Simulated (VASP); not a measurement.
Write the native input for VASP 6.6.1 that does the following.

| Item | Value |
| --- | --- |
| Task | relaxation of cell and atoms |
| Functional | r2SCAN |
| Potentials or basis | VASP PAW PBE potentials, release 64 (Ga_d, As) |
| Cutoff | 600 eV |
| k mesh | 8 × 8 × 8 |
| Occupations | gaussian, width 0.02 eV |
| Spin | no spin polarisation |
| Further INCAR settings | ALGO = Normal; EDIFF = 1e-07; IBRION = 2; EDIFFG = -0.004; NSW = 80; ISIF = 3 |

The structure of GaAs lies in POSCAR:

```
GaAs
1.0
    0.0000000000      2.8268500000      2.8268500000
    2.8268500000      0.0000000000      2.8268500000
    2.8268500000      2.8268500000      0.0000000000
Ga As
1 1
Direct
    0.0000000000      0.0000000000      0.0000000000
    0.2500000000      0.2500000000      0.2500000000
```

These files were run (other wordings do the same):

INCAR

```
SYSTEM = GaAs
ALGO     = Normal         ! electronic algorithm
EDIFF    = 1E-7           ! SCF threshold, eV
EDIFFG   = -0.004         ! ionic threshold
ENCUT    = 600            ! plane-wave cutoff, eV
IBRION   = 2              ! ionic algorithm
ISIF     = 3              ! what is computed and relaxed
ISMEAR   = 0              ! smearing method
LASPH    = .True.         ! aspherical terms in the spheres
LCHARG   = .False.        ! write CHGCAR
LMIXTAU  = .True.       
LREAL    = .False.        ! projectors in reciprocal space
LWAVE    = .False.        ! write WAVECAR
METAGGA  = R2SCAN         ! meta-GGA
NELM     = 60             ! most SCF steps
NSW      = 80             ! ionic steps
PREC     = Accurate       ! precision mode
SIGMA    = 0.02           ! smearing width, eV
```

KPOINTS

```
k-points
0
Gamma
  8 8 8
  0 0 0
```

Potentials or basis: VASP PAW PBE potentials, release 64 (Ga_d, As).

Launch:

```bash
$ cat potpaw_PBE.64/Ga_d/POTCAR potpaw_PBE.64/As/POTCAR > POTCAR
$ mpirun -np 1 vasp_std > vasp.out
```

Results of the run:

The relaxed volume is 22.77 Å³/atom and the relaxed cell is a = 4.008 Å, b = 4.008 Å, c = 4.008 Å, α = 60.00°, β = 60.00°, γ = 60.00°. The space group after relaxing (to 0.05 Å) is F-43m (No. 216) and the energy gained by relaxing is 0.3 meV/atom. The ionic steps are 4, the pressure after relaxing is 0.0 GPa and the band gap on the k mesh is 0.93 eV, direct.

Caveat: the PAW data sets were made with another functional, which shifts forces and pressure a little.

Run time: 3.2 min on 1 thread of Intel(R) Xeon(R) Platinum 8375C CPU @ 2.90GHz (Ice Lake) (shared host), peak memory 0.21 GiB.
